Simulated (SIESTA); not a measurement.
Runs of SIESTA 5.4.2 on Sn. It takes space group Fd-3m (No. 227, cubic). Conventional cell: a = 6.467 Å, b = 6.467 Å, c = 6.467 Å, α = 90.00°, β = 90.00°, γ = 90.00°. Sn (site symmetry -43m) has 4 Sn at 2.80 Å as nearest neighbours. This isn't the form of Sn at room conditions, which is tetragonal (white tin).

```csv
task,level,potentials or basis,cell,force tolerance,optimiser,energy shift,gap on the mesh (eV),pressure (GPa),relaxed volume (Å³/atom)
relaxation of cell and atoms,PBE,"PseudoDojo 0.4 standard (PBE files), TZP (energy shift 0.01 Ry)",relaxed,0.01 eV/Å,-,0.01 Ry,none,0.0,36.72
relaxation of cell and atoms,PBEsol,"PseudoDojo 0.4 standard (PBEsol files), DZP (energy shift 0.002 Ry)",relaxed,0.04 eV/Å,Broyden,0.002 Ry,none,0.0,(a)
relaxation of cell and atoms,RPBE,"PseudoDojo 0.4 standard (PBE files), DZP (energy shift 0.002 Ry)",relaxed,0.04 eV/Å,CG,0.002 Ry,none,0.0,38.84
relaxation of cell and atoms,vdW-DF-cx,"PseudoDojo 0.4 standard (PBE files), DZP (energy shift 0.002 Ry)",relaxed,0.01 eV/Å,CG,0.002 Ry,none,-0.1,36.25
relaxation of cell and atoms,PBE,"PseudoDojo 0.4 standard (PBE files), DZ (energy shift 0.01 Ry)",relaxed,0.01 eV/Å,CG,0.01 Ry,none,0.0,35.31
relaxation of cell and atoms,PBE,"PseudoDojo 0.4 standard (PBE files), TZP (energy shift 0.002 Ry)",relaxed,0.04 eV/Å,Broyden,0.002 Ry,none,0.0,(b)
```

Alike in all rows: no spin polarisation; k mesh 7 × 7 × 7; smearing fermi-dirac 0.05 eV; grid cutoff 500 Ry.

Question: Estimate the missing entries.

Answer: (a) 35.61; (b) 37.36.

Caveats: semicore shells carry a single zeta, which can move pressures by several GPa and volumes by a few percent; the basis of atomic orbitals isn't converged, which shifts pressures, moduli and gaps; the potentials were made for another functional, which shifts forces and pressure (some runs); the volume moved by +15 % from the deposited cell, more than functionals usually miss (some runs); the basis has no polarisation orbitals (some runs); the volume moved by +11 % from the deposited cell, more than functionals usually miss (some runs).

A k mesh can miss the band edges, and the runs leave out spin-orbit coupling on Sn.

A gap of «none» marks a metal or a gap under the smearing width.
